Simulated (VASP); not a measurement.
# MgO (P6_3/mmc) in VASP: further runs

One crystal, MgO, is run at these levels: PBE, HSE06; tasks: single point.

Program: VASP 6.6.1. These are calculated values, not measurements. Logs are shortened: lines on timing, memory, paths and dates and some standing lists are left out, and cuts for length are marked.

**1. Starting point**

Symmetry: P6_3/mmc, No. 194, hexagonal system. The conventional cell has a = 3.484 Å, b = 3.484 Å, c = 4.185 Å, α = 90.00°, β = 90.00°, γ = 120.00°. Around Mg (site symmetry -6m2) lie 5 O at 2.01 to 2.09 Å. Around O (site symmetry -6m2) lie 5 Mg at 2.01 to 2.09 Å.

The cell was built by a generator and needn't be a form met in nature.

**2. Single point, PBE**

INCAR reads:

```
ALGO = Fast
EDIFF = 1E-6
ENCUT = 520
GGA = PE
ISIF = 2
ISMEAR = 0
LASPH = True
LCHARG = False
LREAL = False
LWAVE = False
NBANDS = 16
NELM = 100
PREC = Accurate
SIGMA = 0.01
```

KPOINTS reads:

```
k-points
0
Gamma
  6 6 4
```

POSCAR reads:

```
MgO
1.0
    3.4840197850      0.0000000000      0.0000000000
   -1.7420098925      3.0172496411      0.0000000000
    0.0000000000      0.0000000000      4.1853204440
Mg O
2 2
Direct
    0.3333333333      0.6666666667      0.2500000000
    0.6666666667      0.3333333333      0.7500000000
    0.6666666667      0.3333333333      0.2500000000
    0.3333333333      0.6666666667      0.7500000000
```

Potentials or basis: VASP PAW PBE potentials, release 64 (Mg, O).

Started as:

```
$ cat potpaw_PBE.64/Mg/POTCAR potpaw_PBE.64/O/POTCAR > POTCAR
$ mpirun -np 1 vasp_std > vasp.out
```

OUTCAR:

```text
EDIFF = 1E-6
   ENCUT = 520
   GGA = PE
   ISIF = 2
   ISMEAR = 0
   LASPH = True
   LREAL = False
   NELM = 100
   PREC = Accurate

 ion  position               nearest neighbor table
   1  0.333  0.667  0.250-   3 2.01   3 2.01   3 2.01   4 2.09   4 2.09   2 2.90   2 2.90   2 2.90
                             2 2.90   2 2.90   2 2.90
   2  0.667  0.333  0.750-   4 2.01   4 2.01   4 2.01   3 2.09   3 2.09   1 2.90   1 2.90   1 2.90
                             1 2.90   1 2.90   1 2.90
   3  0.667  0.333  0.250-   1 2.01   1 2.01   1 2.01   2 2.09   2 2.09
   4  0.333  0.667  0.750-   2 2.01   2 2.01   2 2.01   1 2.09   1 2.09

  LATTYP: Found a hexagonal cell.
 ALAT       =     3.4840197850
 C/A-ratio  =     1.2012906649

  Lattice vectors:

 A1 = (   3.4840197850,   0.0000000000,   0.0000000000)
 A2 = (  -1.7420098925,   3.0172496411,   0.0000000000)
 A3 = (   0.0000000000,   0.0000000000,   4.1853204440)

Analysis of symmetry for initial positions (statically):
=====================================================================
 Subroutine PRICEL returns:
 Original cell was already a primitive cell.

 Routine SETGRP: Setting up the symmetry group for a
 hexagonal supercell.

 Subroutine GETGRP returns: Found 24 space group operations
 (whereof 12 operations were pure point group operations)
 out of a pool of 24 trial point group operations.

The static configuration has the point symmetry D_3d.
 The point group associated with its full space group is D_6h.

Analysis of symmetry for dynamics (positions and initial velocities):
=====================================================================
 Subroutine PRICEL returns:
 Original cell was already a primitive cell.

 Routine SETGRP: Setting up the symmetry group for a
 hexagonal supercell.

 Subroutine GETGRP returns: Found 24 space group operations
 (whereof 12 operations were pure point group operations)
 out of a pool of 24 trial point group operations.

The dynamic configuration has the point symmetry D_3d.
 The point group associated with its full space group is D_6h.

 Subroutine INISYM returns: Found 24 space group operations
 (whereof 12 operations are pure point group operations),
 and found     1 'primitive' translations

[... 95 lines left out ...]
   LREAL  =      F    real-space projection
   EDIFFG = 0.1E-04   stopping-criterion for IOM
   NSW    =      0    number of steps for IOM
   IBRION =     -1    ionic relax: 0-MD 1-quasi-New 2-CG
   NFREE  =      0    steps in history (QN), initial steepest desc. (CG)
   ISIF   =      2    stress and relaxation
   ISYM   =      2    0-nonsym 1-usesym 2-fastsym
   POTIM  = 0.5000    time-step for ionic-motion
   TEBEG  =    0.0;   TEEND  =   0.0 temperature during run
   PSTRESS=    0.0 pullay stress
   NELECT =      16.0000    total number of electrons
   NUPDOWN=      -1.0000    fix difference up-down
   EMIN   =  10.00;   EMAX   =-10.00  energy-range for DOS
   EFERMI =   0.00;   METHOD = LEGACY
   ISMEAR =     0;   SIGMA  =   0.01  broadening in eV -4-tet -1-fermi 0-gaus
   EFERMI_NEDOS =   21; number of points for ismear=-14 and -15
   IALGO  =     68    algorithm
   IMIX   =      4    mixing-type and parameters
     AMIX     =   0.40;   BMIX     =  1.00
     AMIX_MAG =   1.60;   BMIX_MAG =  1.00
  volume/ion in A,a.u.               =      11.00        74.23
  Fermi-wavevector in a.u.,A,eV,Ry     =   1.168534  2.208209 18.578366  1.365471
  Thomas-Fermi vector in A             =   2.305019
   LORBIT       =      0    0 simple, 1 ext, 2 COOP (PROOUT), +10 PAW based schemes
   GGA     = PE    functional components
   LHFCALC =     F    Hartree Fock is set to
   AEXX    =    0.0000 exact exchange contribution
   IVDW    =     0    specifies the selected vdW correction
   LEPSILON=     F    determine dielectric tensor
   LRPA    =     F    only Hartree local field effects (RPA)
 non-spin polarized calculation
 RMM-DIIS sequential band-by-band and
 Gauss-broadening in eV      SIGMA  =   0.01
  energy-cutoff  :      520.00
  volume of cell :       44.00
 maximum number of plane-waves:      1204
 NGX is ok and might be reduce to    28
   NGX = 13   NGY = 13   NGZ = 15

 number of electron      15.9999998 magnetization

 Free energy of the ion-electron system (eV)
  ---------------------------------------------------
  ext. energy  EPLUGINS =         0.00000000
  ---------------------------------------------------
  free energy    TOTEN  =       -23.65783070 eV

  energy without entropy =      -23.65783070  energy(sigma->0) =      -23.65783070

 E-fermi :   2.0801     XC(G=0): -10.0731

 val. band max:        2.0088751558   @ k =   0.0000   0.0000   0.0000
 cond. band min:       5.4426960492   @ k =   0.0000   0.0000   0.0000
 fundamental gap:      3.4338208934
 Fermi energy:         2.0800636437

 k-point     1 :       0.0000    0.0000    0.0000
  band No.  band energies     occupation
      1     -14.9309      2.00000
      2     -13.5356      2.00000
      3      -1.6405      2.00000
      4       0.2728      2.00000
      5       0.2728      2.00000
      6       1.1987      2.00000
[... 376 lines left out ...]
      3      -1.5899      2.00000
      4      -1.5899      2.00000
      5      -0.4782      2.00000
      6      -0.4782      2.00000
[... 8 lines left out ...]
     15      19.5333      0.00000
     16      19.5333      0.00000

------------------------ aborting loop because EDIFF is reached ----------------------------------------

  FORCE on cell =-STRESS in cart. coord.  units (eV):
  Direction    XX          YY          ZZ          XY          YZ          ZX
  --------------------------------------------------------------------------------------
  -------------------------------------------------------------------------------------
  Total        1.0487974      1.0487974      1.1778926      0.0000000      0.0000000      0.0000000
  in kB       38.1928094     38.1928094     42.8939151      0.0000000      0.0000000      0.0000000
  external PRESSURE =      39.7598446 kB  Pullay stress =       0.0000000 kB

 VOLUME and BASIS-vectors are now :
 -----------------------------------------------------------------------------
  energy-cutoff  :      520.00
  volume of cell :       44.00
      direct lattice vectors                 reciprocal lattice vectors
     3.484019785  0.000000000  0.000000000     0.287024776  0.165713832  0.000000000
    -1.742009893  3.017249641  0.000000000     0.000000000  0.331427664  0.000000000
     0.000000000  0.000000000  4.185320444     0.000000000  0.000000000  0.238930331

 POSITION                                       TOTAL-FORCE (eV/Angst)
 -----------------------------------------------------------------------------------
     -0.00000      2.01150      1.04633        -0.000000     -0.000000      0.000000
      1.74201      1.00575      3.13899         0.000000     -0.000000      0.000000
      1.74201      1.00575      1.04633         0.000000      0.000000      0.000000
     -0.00000      2.01150      3.13899        -0.000000     -0.000000      0.000000
 -----------------------------------------------------------------------------------
    total drift:                                0.000000     -0.000000      0.000000

  FREE ENERGIE OF THE ION-ELECTRON SYSTEM (eV)
  ---------------------------------------------------
  free  energy   TOTEN  =       -23.6578307009 eV

  energy  without entropy=      -23.6578307009  energy(sigma->0) =      -23.65783070
```

stdout:

```text
POSCAR found type information on POSCAR MgO
 POSCAR found :  2 types and       4 ions
 scaLAPACK will be used
 LDA part: xc-table for (Slater+PW92), standard interpolation
 POSCAR, INCAR and KPOINTS ok, starting setup
 FFT: planning ... GRIDC
 FFT: planning ... GRID_SOFT
 FFT: planning ... GRID
 WAVECAR not read
 entering main loop
```

It took 12 s on 1 thread of AMD EPYC 9R14 (Zen 4), shared host; peak memory 0.13 GiB.

What came out:

| Property | Result |
| --- | --- |
| Free energy | -23.6578 eV |
| Pressure | 4.0 GPa |
| Band gap on the k mesh | 3.43 eV, direct |

Stress tensor (GPa, compression positive):
```
3.82 0.00 0.00
0.00 3.82 0.00
0.00 0.00 4.29
```

As with any semilocal functional, this PBE gap is likely too small.

**3. Single point, HSE06**

POSCAR is that of step 2.

INCAR.step1 reads:

```
ALGO = Normal ; EDIFF = 1E-5
ENCUT = 520 ; GGA = PE
ISIF = 2 ; ISMEAR = 0
LASPH = True ; LREAL = False
LWAVE = True ; NBANDS = 16
NELM = 100 ; PREC = Accurate
SIGMA = 0.01
```

INCAR.step2 reads:

```
ALGO = Normal ; EDIFF = 1E-6
ENCUT = 520 ; GGA = PE
HFSCREEN = 0.2079 ; ISIF = 2
ISMEAR = 0 ; ISTART = 1
LASPH = True ; LCHARG = True
LELF = True ; LHFCALC = True
LREAL = False ; LVHAR = True
LWAVE = False ; NBANDS = 16
NELM = 100 ; PREC = Accurate
PRECFOCK = Normal ; SIGMA = 0.01
```

KPOINTS is that of step 2.

Potentials or basis: VASP PAW PBE potentials, release 64 (Mg, O).

Started as:

```
$ cat potpaw_PBE.64/Mg/POTCAR potpaw_PBE.64/O/POTCAR > POTCAR
$ cp INCAR.step1 INCAR
$ mpirun -np 1 vasp_std > vasp.out
$ cp INCAR.step2 INCAR
$ mpirun -np 1 vasp_std > vasp.out
```

Run time: 20 min. Hardware: 1 thread of AMD EPYC 9R14 (Zen 4), shared host; peak memory 0.26 GiB.

The run converged. Its results:

* Free energy: -28.2146 eV
* Pressure: -0.2 GPa
* Band gap on the k mesh: 5.02 eV, direct

Stress tensor (GPa, compression positive):
```
-0.13  0.00  0.00
 0.00 -0.13  0.00
 0.00  0.00 -0.33
```

Levels at points of the mesh, in eV from the valence-band top:
```tsv
k point	band 4	band 5	band 6	band 7	band 8	band 9	band 10	band 11	band 12	band 13
(0.00, 0.00, 0.00)	-1.87	-1.87	-0.85	-0.85	0.00	5.02	11.27	14.27	14.44	14.44
(0.50, 0.00, 0.00)	-2.56	-2.52	-2.09	-1.39	-0.56	8.69	10.98	11.58	14.14	14.84
(0.00, 0.00, 0.50)	-2.55	-1.38	-1.38	-1.38	-1.38	8.15	8.15	14.78	14.78	14.78
(0.50, 0.00, 0.50)	-4.13	-1.65	-1.65	-0.87	-0.87	9.02	9.02	14.09	14.09	16.16
```

Caveat: the PAW data sets were made with another functional, which shifts forces and pressure a little.
